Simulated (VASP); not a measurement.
# Li (Im-3m) in VASP: density of states with PBE

Aim: the density of states of Li with PBE.

Program: VASP 6.6.1. These are calculated values, not measurements. Logs are shortened: lines on timing, memory, paths and dates and some standing lists are left out, and cuts for length are marked.

### Step 1. The crystal as given

The structure is cubic, space group Im-3m (No. 229). Conventional cell: a = 3.434 Å, b = 3.434 Å, c = 3.434 Å, α = 90.00°, β = 90.00°, γ = 90.00°. Around Li (site symmetry m-3m) lie 8 Li at 2.97 Å.

### Step 2. Density of states, PBE

Contents of POSCAR:

```
Li
1.0
   -1.7170491696      1.7170491696      1.7170491696
    1.7170491696     -1.7170491696      1.7170491696
    1.7170491696      1.7170491696     -1.7170491696
Li
1
Direct
    0.0000000000      0.0000000000      0.0000000000
```

Contents of INCAR.step1:

```
ALGO = Normal
EDIFF = 1E-6
ENCUT = 520
GGA = PE
ISIF = 2
ISMEAR = 0
LASPH = True
LCHARG = True
LREAL = False
LWAVE = False
NBANDS = 8
NELM = 100
PREC = Accurate
SIGMA = 0.1
```

Contents of KPOINTS.step1:

```
k-points
0
Gamma
  18 18 18
```

Contents of INCAR.step2:

```
ALGO = Normal
EDIFF = 1E-6
ENCUT = 520
GGA = PE
ICHARG = 11
ISIF = 2
ISMEAR = -5
LASPH = True
LCHARG = False
LORBIT = 10
LREAL = False
LWAVE = False
NEDOS = 1001
NELM = 100
PREC = Accurate
SIGMA = 0.1
```

Contents of KPOINTS.step2:

```
k-points
0
Gamma
  27 27 27
```

Potentials or basis: VASP PAW PBE potentials, release 64 (Li_sv).

Run with:

```console
cat potpaw_PBE.64/Li_sv/POTCAR > POTCAR
cp INCAR.step1 INCAR
cp KPOINTS.step1 KPOINTS
mpirun -np 1 vasp_std > vasp.out
cp INCAR.step2 INCAR
cp KPOINTS.step2 KPOINTS
mpirun -np 1 vasp_std > vasp.out
```

OUTCAR:

```text
EDIFF = 1E-6
   ENCUT = 520
   GGA = PE
   ICHARG = 11
   ISIF = 2
   ISMEAR = -5
   LASPH = True
   LORBIT = 10
   LREAL = False
   NELM = 100
   PREC = Accurate

 ion  position               nearest neighbor table
   1  0.000  0.000  0.000-

  LATTYP: Found a body centered cubic cell.
 ALAT       =     3.4340983392

  Lattice vectors:

 A1 = (  -1.7170491696,   1.7170491696,   1.7170491696)
 A2 = (   1.7170491696,  -1.7170491696,   1.7170491696)
 A3 = (   1.7170491696,   1.7170491696,  -1.7170491696)

Analysis of symmetry for initial positions (statically):
=====================================================================
 Subroutine PRICEL returns:
 Original cell was already a primitive cell.

 Routine SETGRP: Setting up the symmetry group for a
 body centered cubic supercell.

 Subroutine GETGRP returns: Found 48 space group operations
 (whereof 48 operations were pure point group operations)
 out of a pool of 48 trial point group operations.

The static configuration has the point symmetry O_h .

Analysis of symmetry for dynamics (positions and initial velocities):
=====================================================================
 Subroutine PRICEL returns:
 Original cell was already a primitive cell.

 Routine SETGRP: Setting up the symmetry group for a
 body centered cubic supercell.

 Subroutine GETGRP returns: Found 48 space group operations
 (whereof 48 operations were pure point group operations)
 out of a pool of 48 trial point group operations.

The dynamic configuration has the point symmetry O_h .

 Subroutine INISYM returns: Found 48 space group operations
 (whereof 48 operations are pure point group operations),
 and found     1 'primitive' translations

----------------------------------------------------------------------------------------

                                     Primitive cell

  volume of cell :      20.2492

  direct lattice vectors                    reciprocal lattice vectors
    -1.717049170  1.717049170  1.717049170     0.000000000  0.291197252  0.291197252
     1.717049170 -1.717049170  1.717049170     0.291197252  0.000000000  0.291197252
     1.717049170  1.717049170 -1.717049170     0.291197252  0.291197252  0.000000000

  length of vectors
     2.974016401  2.974016401  2.974016401     0.411815103  0.411815103  0.411815103

  position of ions in fractional coordinates (direct lattice)
     0.000000000  0.000000000  0.000000000

  ion indices of the primitive-cell ions
   primitive index   ion index
                 1           1

----------------------------------------------------------------------------------------

 KPOINTS: k-points

Automatic generation of k-mesh.
 Grid dimensions read from file:
 generate k-points for:   27   27   27

 Generating k-lattice:

  Cartesian coordinates                     Fractional coordinates (reciprocal lattice)
     0.000000000  0.010785083  0.010785083     0.037037037  0.000000000  0.000000000
     0.010785083  0.000000000  0.010785083     0.000000000  0.037037037  0.000000000
     0.010785083  0.010785083  0.000000000     0.000000000  0.000000000  0.037037037

  Length of vectors
     0.015252411  0.015252411  0.015252411

  Shift w.r.t. Gamma in fractional coordinates (k-lattice)
     0.000000000  0.000000000  0.000000000

 TETIRR: Found  23679 inequivalent tetrahedra from   118098

 Subroutine IBZKPT returns following result:
 ===========================================

 Found    560 irreducible k-points:

 Following reciprocal coordinates:
            Coordinates               Weight
  0.000000  0.000000  0.000000      1.000000
  0.037037  0.000000  0.000000     12.000000
  0.074074  0.000000  0.000000     12.000000
  0.111111  0.000000  0.000000     12.000000
  0.148148  0.000000  0.000000     12.000000
  0.185185  0.000000  0.000000     12.000000
[... 16 lines left out ...]
  0.333333  0.037037 -0.000000     48.000000
  0.370370  0.037037  0.000000     48.000000
 [... further k-points ...]
   k-points           NKPTS =    560   k-points in BZ     NKDIM =    560   number of bands    NBANDS=      5
   number of dos      NEDOS =   1001   number of ions     NIONS =      1
   total plane-waves  NPLWV =  13824
   dimension x,y,z NGX =    24 NGY =   24 NGZ =   24
   dimension x,y,z NGXF=    48 NGYF=   48 NGZF=   48
   ions per type =               1
   NGX,Y,Z   is equivalent  to a cutoff of  13.42, 13.42, 13.42 a.u.
   NGXF,Y,Z  is equivalent  to a cutoff of  26.83, 26.83, 26.83 a.u.
 SYSTEM =  unknown system
   PREC   = accura    normal or accurate (medium, high low for compatibility)
   ISTART =      0    job   : 0-new  1-cont  2-samecut
   ICHARG =     11    charge: 1-file 2-atom 10-const
   ISPIN  =      1    spin polarized calculation?
   LNONCOLLINEAR =      F non collinear calculations
   LSORBIT =      F    spin-orbit coupling
   LASPH  =      T    aspherical Exc in radial PAW
   ENCUT  =  520.0 eV  38.22 Ry    6.18 a.u.   5.53  5.53  5.53*2*pi/ulx,y,z
   NELM   =    100;   NELMIN=  2; NELMDL=  0     # of ELM steps
   EDIFF  = 0.1E-05   stopping-criterion for ELM
   LREAL  =      F    real-space projection
   EDIFFG = 0.1E-04   stopping-criterion for IOM
   NSW    =      0    number of steps for IOM
   IBRION =     -1    ionic relax: 0-MD 1-quasi-New 2-CG
   NFREE  =      0    steps in history (QN), initial steepest desc. (CG)
   ISIF   =      2    stress and relaxation
   ISYM   =      2    0-nonsym 1-usesym 2-fastsym
   POTIM  = 0.5000    time-step for ionic-motion
   TEBEG  =    0.0;   TEEND  =   0.0 temperature during run
   PSTRESS=    0.0 pullay stress
   NELECT =       3.0000    total number of electrons
   NUPDOWN=      -1.0000    fix difference up-down
   EMIN   =  10.00;   EMAX   =-10.00  energy-range for DOS
   EFERMI =   0.00;   METHOD = LEGACY
   ISMEAR =    -5;   SIGMA  =   0.10  broadening in eV -4-tet -1-fermi 0-gaus
   EFERMI_NEDOS =   21; number of points for ismear=-14 and -15
   IALGO  =     38    algorithm
   IMIX   =      4    mixing-type and parameters
     AMIX     =   0.40;   BMIX     =  1.00
     AMIX_MAG =   1.60;   BMIX_MAG =  1.00
  volume/ion in A,a.u.               =      20.25       136.65
  Fermi-wavevector in a.u.,A,eV,Ry     =   0.866255  1.636985 10.209786  0.750398
  Thomas-Fermi vector in A             =   1.984618
   LORBIT       =     10    0 simple, 1 ext, 2 COOP (PROOUT), +10 PAW based schemes
   GGA     = PE    functional components
   LHFCALC =     F    Hartree Fock is set to
   AEXX    =    0.0000 exact exchange contribution
   IVDW    =     0    specifies the selected vdW correction
   LEPSILON=     F    determine dielectric tensor
   LRPA    =     F    only Hartree local field effects (RPA)
 non-spin polarized calculation
 Fermi weights with tetrahedron method with Bloechl corrections
  energy-cutoff  :      520.00
  volume of cell :       20.25
 maximum number of plane-waves:       564

 number of electron       3.0000000 magnetization

 Free energy of the ion-electron system (eV)
  ---------------------------------------------------
  ext. energy  EPLUGINS =         0.00000000
  ---------------------------------------------------
  free energy    TOTEN  =        -1.90458009 eV

  energy without entropy =       -1.90458009  energy(sigma->0) =       -1.90458009

 E-fermi :   0.6500     XC(G=0):  -7.0467

 val. band max:        0.6418542154   @ k =   0.2963   0.1481   0.0741
 cond. band min:       0.6502852367   @ k =  -0.3704   0.4815   0.0370
 fundamental gap:      0.0084310212
 Fermi energy:         0.6499817417

 k-point     1 :       0.0000    0.0000    0.0000
  band No.  band energies     occupation
      1     -45.8992      2.00000
      2      -2.9336      2.00000
      3      15.2438      0.00000
      4      15.2438      0.00000
      5      15.2438      0.00000

 k-point     2 :       0.0370    0.0000    0.0000
  band No.  band energies     occupation
      1     -45.8989      2.00000
      2      -2.9076      2.00000
      3      15.0696      0.00000
      4      15.1012      0.00000
      5      15.1979      0.00000

 k-point     3 :       0.0741    0.0000    0.0000
  band No.  band energies     occupation
      1     -45.8982      2.00000
      2      -2.8296      2.00000
      3      14.5343      0.00000
      4      14.7345      0.00000
      5      15.0620      0.00000

 k-point     4 :       0.1111    0.0000    0.0000
  band No.  band energies     occupation
      1     -45.8969      2.00000
      2      -2.6998      2.00000
      3      13.6640      0.00000
      4      14.2537      0.00000
      5      14.8444      0.00000

 k-point     5 :       0.1481    0.0000    0.0000
  band No.  band energies     occupation
      1     -45.8953      2.00000
      2      -2.5179      2.00000
      3      12.5769      0.00000
      4      13.7385      0.00000
      5      14.5631      0.00000

 k-point     6 :       0.1852    0.0000    0.0000
  band No.  band energies     occupation
      1     -45.8933      2.00000
      2      -2.2839      2.00000
      3      11.3986      0.00000
      4      13.2331      0.00000
      5      14.2431      0.00000

 k-point     7 :       0.2222    0.0000    0.0000
  band No.  band energies     occupation
      1     -45.8912      2.00000
      2      -1.9984      2.00000
      3      10.2067      0.00000
      4      12.7607      0.00000
      5      13.9105      0.00000

 k-point     8 :       0.2593    0.0000    0.0000
  band No.  band energies     occupation
      1     -45.8889      2.00000
      2      -1.6623      2.00000
      3       9.0425      0.00000
      4      12.3343      0.00000
      5      13.5872      0.00000

 k-point     9 :       0.2963    0.0000    0.0000
  band No.  band energies     occupation
      1     -45.8866      2.00000
      2      -1.2773      2.00000
      3       7.9295      0.00000
      4      11.9613      0.00000
      5      13.2895      0.00000

 k-point    10 :       0.3333    0.0000    0.0000
  band No.  band energies     occupation
      1     -45.8846      2.00000
      2      -0.8485      2.00000
      3       6.8831      0.00000
      4      11.6462      0.00000
      5      13.0290      0.00000

 k-point    11 :       0.3704    0.0000    0.0000
  band No.  band energies     occupation
      1     -45.8828      2.00000
      2      -0.3849      2.00000
      3       5.9201      0.00000
      4      11.3916      0.00000
      5      12.8134      0.00000

 k-point    12 :       0.4074    0.0000    0.0000
  band No.  band energies     occupation
      1     -45.8813      2.00000
      2       0.0922      2.00826
      3       5.0658      0.00000
      4      11.1995      0.00000
      5      12.6480      0.00000

 k-point    13 :       0.4444    0.0000    0.0000
  band No.  band energies     occupation
      1     -45.8802      2.00000
      2       0.5337      1.78288
      3       4.3714      0.00000
      4      11.0708      0.00000
      5      12.5361      0.00000

 k-point    14 :       0.4815    0.0000    0.0000
  band No.  band energies     occupation
      1     -45.8798      2.00000
      2       0.8297     -0.03077
      3       3.9483      0.00000
      4      11.0063      0.00000
      5      12.4797      0.00000

 k-point    15 :       0.0370    0.0370    0.0000
  band No.  band energies     occupation
      1     -45.8984      2.00000
      2      -2.8556      2.00000
      3      14.7284      0.00000
      4      14.8731      0.00000
      5      15.0601      0.00000

 k-point    16 :       0.0741    0.0370    0.0000
  band No.  band energies     occupation
      1     -45.8974      2.00000
      2      -2.7518      2.00000
      3      14.1027      0.00000
      4      14.3790      0.00000
      5      14.8418      0.00000

 k-point    17 :       0.1111    0.0370    0.0000
  band No.  band energies     occupation
      1     -45.8960      2.00000
      2      -2.5958      2.00000
      3      13.1374      0.00000
      4      13.8527      0.00000
      5      14.5546      0.00000

 k-point    18 :       0.1481    0.0370    0.0000
  band No.  band energies     occupation
      1     -45.8942      2.00000
      2      -2.3879      2.00000
      3      11.9986      0.00000
      4      13.3395      0.00000
      5      14.2154      0.00000

 k-point    19 :       0.1852    0.0370   -0.0000
  band No.  band energies     occupation
      1     -45.8921      2.00000
      2      -2.1279      2.00000
      3      10.8085      0.00000
      4      12.8546      0.00000
      5      13.8535      0.00000

 k-point    20 :       0.2222    0.0370    0.0000
  band No.  band energies     occupation
      1     -45.8899      2.00000
      2      -1.8168      2.00000
      3       9.6276      0.00000
      4      12.4107      0.00000
      5      13.4952      0.00000

 k-point    21 :       0.2593    0.0370   -0.0000
  band No.  band energies     occupation
      1     -45.8876      2.00000
      2      -1.4557      2.00000
      3       8.4871      0.00000
      4      12.0163      0.00000
      5      13.1603      0.00000

 k-point    22 :       0.2963    0.0370    0.0000
  band No.  band energies     occupation
      1     -45.8855      2.00000
      2      -1.0477      2.00000
      3       7.4058      0.00000
      4      11.6768      0.00000
      5      12.8622      0.00000

 k-point    23 :       0.3333    0.0370   -0.0000
  band No.  band energies     occupation
      1     -45.8835      2.00000
      2      -0.5993      2.00000
      3       6.3986      0.00000
      4      11.3957      0.00000
      5      12.6098      0.00000

 k-point    24 :       0.3704    0.0370    0.0000
  band No.  band energies     occupation
      1     -45.8819      2.00000
      2      -0.1243      2.00000
      3       5.4850      0.00000
      4      11.1753      0.00000
      5      12.4089      0.00000

 [... further k-points ...]
[... 5 lines left out ...]
  --------------------------------------------------------------------------------------
  -------------------------------------------------------------------------------------
  Total       -0.0088622     -0.0088622     -0.0088622      0.0000000      0.0000000     -0.0000000
  in kB       -0.7012023     -0.7012023     -0.7012023      0.0000000      0.0000000     -0.0000000
  external PRESSURE =      -0.7012023 kB  Pullay stress =       0.0000000 kB

 VOLUME and BASIS-vectors are now :
 -----------------------------------------------------------------------------
  energy-cutoff  :      520.00
  volume of cell :       20.25
      direct lattice vectors                 reciprocal lattice vectors
    -1.717049170  1.717049170  1.717049170     0.000000000  0.291197252  0.291197252
     1.717049170 -1.717049170  1.717049170     0.291197252  0.000000000  0.291197252
     1.717049170  1.717049170 -1.717049170     0.291197252  0.291197252  0.000000000

 POSITION                                       TOTAL-FORCE (eV/Angst)
 -----------------------------------------------------------------------------------
      0.00000      0.00000      0.00000         0.000000     -0.000000      0.000000
 -----------------------------------------------------------------------------------
    total drift:                                0.000000      0.000000     -0.000000

  FREE ENERGIE OF THE ION-ELECTRON SYSTEM (eV)
  ---------------------------------------------------
  free  energy   TOTEN  =        -1.9045800938 eV

  energy  without entropy=       -1.9045800938  energy(sigma->0) =       -1.90458009

 total charge

# of ion       s       p       d       tot
------------------------------------------
    1        2.033   0.041   0.000   2.074
```

Wall time 24 s (1 thread of Intel Xeon Platinum 8488C (Sapphire Rapids), shared host); peak memory 0.18 GiB.

Results:

- Valence electrons inside the program's atomic spheres: Li 2.07

States per cell in windows of 0.5 eV (zero at the Fermi level; states under -8 eV left out):
```
from (eV)  total  Li1_p  Li1_s  Li1_d
     -8.0   0.00   0.00   0.00   0.00
     -7.5   0.00   0.00   0.00   0.00
     -7.0   0.00   0.00   0.00   0.00
     -6.5   0.00   0.00   0.00   0.00
     -6.0   0.00   0.00   0.00   0.00
     -5.5   0.00   0.00   0.00   0.00
     -5.0   0.00   0.00   0.00   0.00
     -4.5   0.00   0.00   0.00   0.00
     -4.0   0.00   0.00   0.00   0.00
     -3.5   0.05   0.00   0.00   0.00
     -3.0   0.10   0.00   0.01   0.00
     -2.5   0.12   0.00   0.01   0.00
     -2.0   0.16   0.01   0.01   0.00
     -1.5   0.16   0.01   0.01   0.00
     -1.0   0.20   0.01   0.01   0.00
     -0.5   0.21   0.01   0.01   0.00
      0.0   0.26   0.02   0.01   0.00
      0.5   0.27   0.02   0.00   0.00
      1.0   0.18   0.02   0.00   0.00
      1.5   0.14   0.02   0.00   0.00
      2.0   0.07   0.01   0.00   0.00
      2.5   0.07   0.01   0.00   0.00
      3.0   0.26   0.02   0.01   0.00
      3.5   0.33   0.03   0.01   0.00
      4.0   0.23   0.02   0.01   0.00
      4.5   0.20   0.02   0.01   0.00
      5.0   0.21   0.03   0.00   0.00
      5.5   0.22   0.03   0.01   0.00
      6.0   0.34   0.05   0.02   0.00
      6.5   0.29   0.04   0.01   0.00
      7.0   0.31   0.05   0.01   0.00
      7.5   0.25   0.04   0.01   0.00
```

Caveat: the cutoff is under 1.25 times the usual one of these potentials, so pressure, stress and relaxed cells hold a basis-set (Pulay) error; tetrahedron occupations give inexact forces and stress in metals.
